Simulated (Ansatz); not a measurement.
# TiCo2: a tetragonal deformation path

Aim: for TiCo2, look for other minima along a tetragonal path.

Program: Ansatz 0.2.0. Level of theory: DFT PBEsol, scalar-relativistic, plane waves, PAW. These are calculated values, not measurements.

2 further runs of the same task are left out: 2 set aside as unsound or not needed.

## (1) The structure to begin with

Symmetry: Fd-3m, No. 227, cubic system. The conventional cell has a = 6.553 Å, b = 6.553 Å, c = 6.553 Å, α = 90.00°, β = 90.00°, γ = 90.00°. Ti (site symmetry -43m) has 12 Co at 2.72 Å and 4 Ti at 2.84 Å as nearest neighbours. Co (site symmetry -3m) has 6 Co at 2.32 Å as nearest neighbours.

As a file:

```
CELL_PARAMETERS angstrom
0.00000 3.27632 3.27632
3.27632 0.00000 3.27632
3.27632 3.27632 0.00000
ATOMIC_POSITIONS crystal
Ti 0.50000 0.50000 0.50000
Ti 0.75000 0.75000 0.75000
Co 0.12500 0.12500 0.12500
Co 0.62500 0.12500 0.12500
Co 0.12500 0.12500 0.62500
Co 0.12500 0.62500 0.12500
```

It is the result of an earlier relaxation at this level (volume 11.72 Å³/atom; gap on the mesh: none (metal)).

## (2) Zero of the scan

input.yaml

```yaml
crystal:
  lattice:
    - [0.0, 3.2763183082, 3.2763183082]
    - [3.2763183082, 0.0, 3.2763183082]
    - [3.2763183082, 3.2763183082, 0.0]
  atoms:
    - { symbol: Ti, position: [0.5, 0.5, 0.5] }
    - { symbol: Ti, position: [0.75, 0.75, 0.75] }
    - { symbol: Co, position: [0.125, 0.125, 0.125] }
    - { symbol: Co, position: [0.625, 0.125, 0.125] }
    - { symbol: Co, position: [0.125, 0.125, 0.625] }
    - { symbol: Co, position: [0.125, 0.625, 0.125] }
basis:
  ecutwfc: 420
kpoints:
  mp_grid: { grid: [14, 14, 14] }
hamiltonian:
  xc: pbesol
scf:
  occupations: { method: gaussian, width: 0.15 }
output:
  forces: true
  stress: true
  eigenvalues: true
```

Run with:

```sh
$ ansatz run input.yaml --threads 1 --pin off --max-ram 2560MiB --backend cpu --events-out ev --progress --plain --runs-dir out
```

The program printed, cut to the lines that bear on the results:

```text
Warning: RAYON_NUM_THREADS=1 ignored (pool sized by the plan → 1); use --threads N
[...]
Pseudopotentials: kind: paw
Pseudopotential: Ti, paw, valence charge 12, recommended cutoff 420 eV (normal), Ti.paw.azcp
Pseudopotential: Co, paw, valence charge 17, recommended cutoff 420 eV (normal), Co.paw.azcp
Functional definition: PBEsol
[...]
Crystal: 6 atoms, lattice volume = 70.338 Å³
Basis set: ecut = 420 eV, 1363 PW (Γ), exchange–correlation on 64×64×64 points (8 copies of the dense FFT grid, shifted against one another)
Bands: 56, of which v1, the nominal top of the filled ones, is band 46 counted from 1 (45 counted from 0)
Symmetry: 48 space group operations
Space group: Fd-3m (ITA 227), of the structure as read, at distance tolerance 4.1e-5 Å
k-points: 104 of 2744
[...]
SCF iter   1: F=—  HF=-25321.946471 eV  |F-HF|=—  |Δ(HF+E_count)|=         —  Δρ=2.69e-2  dr2=3.18e-1  ethr=1.77e-3  ⟨swp⟩=3.7  Hψ=16599  notcnv=0
[...]
SCF iter   8: F=-25321.912590 eV  HF=-25321.912590 eV  |F-HF|=4.70e-9  |Δ(HF+E_count)|=   1.12e-8  Δρ=2.54e-6  dr2=6.21e-9  ethr=1.09e-10  ⟨swp⟩=7.8  Hψ=19710  notcnv=0
[...]
SCF converged after 8 iterations
Free energy (F): -25321.912590 eV
[...]
E sigma→0 (E₀):  -25321.866213 eV
Entropy (-TS):   -0.092753 eV (-15.459 meV/atom)
Fermi energy:    18.289458 eV
[...]
--- Forces (eV/Å), atoms counted from 1 ---
  atom   1  Ti    -0.00000000    -0.00000000     0.00000000
  atom   2  Ti    -0.00000000     0.00000000     0.00000000
  atom   3  Co     0.00000000    -0.00000000    -0.00000000
  atom   4  Co     0.00000000    -0.00000000    -0.00000000
  atom   5  Co     0.00000000    -0.00000000     0.00000000
  atom   6  Co     0.00000000     0.00000000    -0.00000000
[...]
--- Stress (GPa, compression-positive) ---
        0.101668      -0.000000       0.000000
       -0.000000       0.101668      -0.000000
        0.000000       0.000000       0.101668
  P = ⅓ Tr σ = 0.1017 GPa (1.017 kbar)
--- Band table (eV; the first three rows and the last of 104) ---
[...]
```

It took 26 s on 1 thread of Arm Neoverse V2, shared host; peak memory 0.56 GiB.

The reference gives a free energy of -25321.9126 eV, pressure 0.10 GPa, largest force 0.000 eV/Å and gap on the mesh none (metal).

## (3) The scan: a tetragonal deformation path

At fixed volume and fractional coordinates, lengths along (0.000, 0.000, 1.000) are scaled against those across it; ρ is that ratio over its starting value.

## (4) ρ = 0.707

Changes to input.yaml since step 2:

```diff
@@ -2,5 +2,5 @@
   lattice:
-    - [0.0, 3.2763183082, 3.2763183082]
-    - [3.2763183082, 0.0, 3.2763183082]
-    - [3.2763183082, 3.2763183082, 0.0]
+    - [0.0, 3.6777280947, 2.600153763]
+    - [3.6777280947, 0.0, 2.600153763]
+    - [3.6777280947, 3.6777280947, 0.0]
   atoms:
```

Run with:

```sh
$ ansatz run input.yaml --threads 1 --pin off --max-ram 2560MiB --backend cpu --events-out ev --progress --plain --runs-dir out
```

The program printed, cut to the lines that bear on the results:

```text
Warning: RAYON_NUM_THREADS=1 ignored (pool sized by the plan → 1); use --threads N
[...]
[... 4 set-up lines as earlier in the session ...]
[...]
Crystal: 6 atoms, lattice volume = 70.338 Å³
Basis set: ecut = 420 eV, 1409 PW (Γ), exchange–correlation on 64×64×72 points (8 copies of the dense FFT grid, shifted against one another)
Bands: 56, of which v1, the nominal top of the filled ones, is band 46 counted from 1 (45 counted from 0)
Symmetry: 16 space group operations
Space group: I41/amd (ITA 141), of the structure as read, at distance tolerance 4.1e-5 Å
k-points: 244 of 2744
[...]
SCF iter   1: F=—  HF=-25319.659280 eV  |F-HF|=—  |Δ(HF+E_count)|=         —  Δρ=1.40e-2  dr2=1.47e-1  ethr=1.77e-3  ⟨swp⟩=4.4  Hψ=39932  notcnv=0
[...]
SCF iter   8: F=-25319.630537 eV  HF=-25319.630537 eV  |F-HF|=2.30e-8  |Δ(HF+E_count)|=   3.30e-9  Δρ=8.46e-6  dr2=3.05e-8  ethr=1.09e-10  ⟨swp⟩=8.1  Hψ=52431  notcnv=0
[...]
SCF converged after 8 iterations
Free energy (F): -25319.630537 eV
[...]
E sigma→0 (E₀):  -25319.576566 eV
Entropy (-TS):   -0.107943 eV (-17.990 meV/atom)
Fermi energy:    18.384111 eV
[...]
--- Forces (eV/Å), atoms counted from 1 ---
  atom   1  Ti    -0.00000000    -0.00000000     0.00000000
  atom   2  Ti     0.00000000     0.00000000     0.00000000
  atom   3  Co     0.00000000    -0.00000000    -0.00000000
  atom   4  Co     0.00000000     0.00000000    -0.00000000
  atom   5  Co     0.00000000    -0.00000000     0.00000000
  atom   6  Co     0.00000000     0.00000000     0.00000000
[...]
--- Stress (GPa, compression-positive) ---
       -1.648823       0.000000       0.000000
        0.000000      -1.648823       0.000000
        0.000000       0.000000      31.814742
  P = ⅓ Tr σ = 9.5057 GPa (95.057 kbar)
--- Band table (eV; the first three rows and the last of 244) ---
[...]
```

Run time: 58 s. Hardware: 1 thread of Arm Neoverse V2, shared host; peak memory 0.86 GiB.

## (5) At ρ = 1.414

Changes to input.yaml since step 4:

```diff
@@ -2,5 +2,5 @@
   lattice:
-    - [0.0, 3.6777280947, 2.600153763]
-    - [3.6777280947, 0.0, 2.600153763]
-    - [3.6777280947, 3.6777280947, 0.0]
+    - [0.0, 2.9190147232, 4.1274868186]
+    - [2.9190147232, 0.0, 4.1274868186]
+    - [2.9190147232, 2.9190147232, 0.0]
   atoms:
```

Run with:

```sh
$ ansatz run input.yaml --threads 1 --pin off --max-ram 2560MiB --backend cpu --events-out ev --progress --plain --runs-dir out
```

The program printed, cut to the lines that bear on the results:

```text
Warning: RAYON_NUM_THREADS=1 ignored (pool sized by the plan → 1); use --threads N
[...]
[... 4 set-up lines as earlier in the session ...]
[...]
Crystal: 6 atoms, lattice volume = 70.338 Å³
Basis set: ecut = 420 eV, 1393 PW (Γ), exchange–correlation on 72×72×60 points (8 copies of the dense FFT grid, shifted against one another)
Bands: 56, of which v1, the nominal top of the filled ones, is band 46 counted from 1 (45 counted from 0)
[... 2 set-up lines as earlier in the session ...]
k-points: 244 of 2744
[...]
SCF iter   1: F=—  HF=-25319.060587 eV  |F-HF|=—  |Δ(HF+E_count)|=         —  Δρ=1.47e-2  dr2=1.83e-1  ethr=1.77e-3  ⟨swp⟩=4.2  Hψ=40560  notcnv=0
[...]
SCF iter   9: F=-25319.023990 eV  HF=-25319.023990 eV  |F-HF|=2.29e-9  |Δ(HF+E_count)|=   3.91e-8  Δρ=4.66e-6  dr2=5.45e-9  ethr=1.09e-10  ⟨swp⟩=4.0  Hψ=44523  notcnv=0
[...]
SCF converged after 9 iterations
Free energy (F): -25319.023990 eV
[...]
E sigma→0 (E₀):  -25318.955344 eV
Entropy (-TS):   -0.137293 eV (-22.882 meV/atom)
Fermi energy:    18.464256 eV
[...]
--- Forces (eV/Å), atoms counted from 1 ---
  atom   1  Ti    -0.00000000    -0.00000000     0.00000000
  atom   2  Ti    -0.00000000    -0.00000000     0.00000000
  atom   3  Co     0.00000000     0.00000000     0.00000000
  atom   4  Co     0.00000000    -0.00000000     0.00000000
  atom   5  Co     0.00000000     0.00000000    -0.00000000
  atom   6  Co     0.00000000    -0.00000000    -0.00000000
[...]
--- Stress (GPa, compression-positive) ---
       30.794670       0.000000       0.000000
        0.000000      30.794670       0.000000
        0.000000       0.000000     -17.247450
  P = ⅓ Tr σ = 14.7806 GPa (147.806 kbar)
--- Band table (eV; the first three rows and the last of 244) ---
[...]
```

It took 69 s on 1 thread of Arm Neoverse V2, shared host; peak memory 0.87 GiB.

## (6) At ρ = 0.850

Changes to input.yaml since step 5:

```diff
@@ -2,5 +2,5 @@
   lattice:
-    - [0.0, 2.9190147232, 4.1274868186]
-    - [2.9190147232, 0.0, 4.1274868186]
-    - [2.9190147232, 2.9190147232, 0.0]
+    - [0.0, 3.4587017484, 2.9398964862]
+    - [3.4587017484, 0.0, 2.9398964862]
+    - [3.4587017484, 3.4587017484, 0.0]
   atoms:
```

Run with:

```sh
$ ansatz run input.yaml --threads 1 --pin off --max-ram 2560MiB --backend cpu --events-out ev --progress --plain --runs-dir out
```

The program printed, cut to the lines that bear on the results:

```text
[...]
SCF converged after 8 iterations
Free energy (F): -25321.274287 eV
[...]
E sigma→0 (E₀):  -25321.225583 eV
Entropy (-TS):   -0.097410 eV (-16.235 meV/atom)
Fermi energy:    18.351760 eV
[...]
--- Forces (eV/Å), atoms counted from 1 ---
  atom   1  Ti     0.00000000     0.00000000     0.00000000
  atom   2  Ti     0.00000000     0.00000000     0.00000000
  atom   3  Co     0.00000000     0.00000000     0.00000000
  atom   4  Co     0.00000000    -0.00000000    -0.00000000
  atom   5  Co     0.00000000     0.00000000     0.00000000
  atom   6  Co     0.00000000     0.00000000    -0.00000000
[...]
--- Stress (GPa, compression-positive) ---
       -5.206641       0.000000       0.000000
        0.000000      -5.206641       0.000000
        0.000000       0.000000      18.518327
  P = ⅓ Tr σ = 2.7017 GPa (27.017 kbar)
--- Band table (eV; the first three rows and the last of 244) ---
[...]
```

It took 65 s on 1 thread of Arm Neoverse V2, shared host; peak memory 0.85 GiB.

## (7) Point ρ = 1.200

Changes to input.yaml since step 6:

```diff
@@ -2,5 +2,5 @@
   lattice:
-    - [0.0, 3.4587017484, 2.9398964862]
-    - [3.4587017484, 0.0, 2.9398964862]
-    - [3.4587017484, 3.4587017484, 0.0]
+    - [0.0, 3.0831335701, 3.6997602841]
+    - [3.0831335701, 0.0, 3.6997602841]
+    - [3.0831335701, 3.0831335701, 0.0]
   atoms:
```

Run with:

```sh
$ ansatz run input.yaml --threads 1 --pin off --max-ram 2560MiB --backend cpu --events-out ev --progress --plain --runs-dir out
```

The program printed, cut to the lines that bear on the results:

```text
Warning: RAYON_NUM_THREADS=1 ignored (pool sized by the plan → 1); use --threads N
[...]
[... 4 set-up lines as earlier in the session ...]
[...]
Crystal: 6 atoms, lattice volume = 70.338 Å³
Basis set: ecut = 420 eV, 1341 PW (Γ), exchange–correlation on 72×72×60 points (8 copies of the dense FFT grid, shifted against one another)
Bands: 56, of which v1, the nominal top of the filled ones, is band 46 counted from 1 (45 counted from 0)
[... 2 set-up lines as earlier in the session ...]
k-points: 244 of 2744
[...]
SCF iter   1: F=—  HF=-25321.032203 eV  |F-HF|=—  |Δ(HF+E_count)|=         —  Δρ=1.78e-2  dr2=1.05e-1  ethr=1.77e-3  ⟨swp⟩=4.0  Hψ=39487  notcnv=0
[...]
SCF iter   8: F=-25321.004545 eV  HF=-25321.004545 eV  |F-HF|=2.85e-8  |Δ(HF+E_count)|=   1.34e-9  Δρ=1.08e-5  dr2=2.43e-8  ethr=1.09e-10  ⟨swp⟩=3.0  Hψ=49623  notcnv=0
[...]
SCF converged after 8 iterations
Free energy (F): -25321.004545 eV
[...]
E sigma→0 (E₀):  -25320.947734 eV
Entropy (-TS):   -0.113622 eV (-18.937 meV/atom)
Fermi energy:    18.352396 eV
[...]
--- Forces (eV/Å), atoms counted from 1 ---
  atom   1  Ti     0.00000000    -0.00000000     0.00000000
  atom   2  Ti    -0.00000000    -0.00000000    -0.00000000
  atom   3  Co     0.00000000    -0.00000000    -0.00000000
  atom   4  Co     0.00000000    -0.00000000     0.00000000
  atom   5  Co     0.00000000    -0.00000000     0.00000000
  atom   6  Co     0.00000000    -0.00000000    -0.00000000
[...]
--- Stress (GPa, compression-positive) ---
       15.062844      -0.000000       0.000000
       -0.000000      15.062844       0.000000
        0.000000       0.000000     -17.161935
  P = ⅓ Tr σ = 4.3213 GPa (43.213 kbar)
--- Band table (eV; the first three rows and the last of 244) ---
[...]
```

Run time: 67 s. Hardware: 1 thread of Arm Neoverse V2, shared host; peak memory 0.87 GiB.

## (8) All points together

All points in order; energies are free energies above the reference cell:

| ρ | ΔE (meV/atom) | pressure (GPa) | space group |
| --- | --- | --- | --- |
| 0.707 | 380.3 | 9.5 | I4_1/amd |
| 0.850 | 106.4 | 2.7 | I4_1/amd |
| 1.000 | 0.0 | 0.1 | Fd-3m |
| 1.200 | 151.3 | 4.3 | I4_1/amd |
| 1.414 | 481.4 | 14.8 | I4_1/amd |

## (9) What came out

| quantity | value |
| --- | --- |
| highest point | 481.4 meV/atom at ρ = 1.414 |

The undisturbed cell stays the lowest of the sampled points. No sampled point inside the path is a dip, apart from those named. Spin polarisation is off in the runs that give these values; a magnetic solution could lie lower.
